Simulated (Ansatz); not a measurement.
Input of an Ansatz 0.2.0 run:

input.yaml

```yaml
crystal:
  lattice:
    - [0.0, 2.325, 2.325]
    - [2.325, 0.0, 2.325]
    - [2.325, 2.325, 0.0]
  atoms:
    - { symbol: Hf, position: [0.5, 0.5, 0.5] }
    - { symbol: C, position: [0.0, 0.0, 0.0] }
kpoints:
  mp_grid: { grid: [10, 10, 10] }
scf:
  occupations: { method: gaussian, width: 0.022 }
hamiltonian:
  xc: pbe
  pseudopotentials: { kind: all_electron, lapw: { basis_error: 0.001 } }
output:
  forces: true
  stress: true
  eigenvalues: true
```

Potentials or basis: all-electron LAPW, scalar-relativistic.

Run with:

```bash
$ ansatz run input.yaml --threads 1 --pin off --max-ram 3072MiB --backend cpu --events-out ev --progress --plain --runs-dir out
```

**Question.** Estimate the band gap on the k mesh.

**Answer.** None (metal or under the smearing width).

**Question.** What does it give for the pressure?

**Answer.** 0.3 GPa.

The run has no spin-orbit coupling, so splittings on Hf are missing.
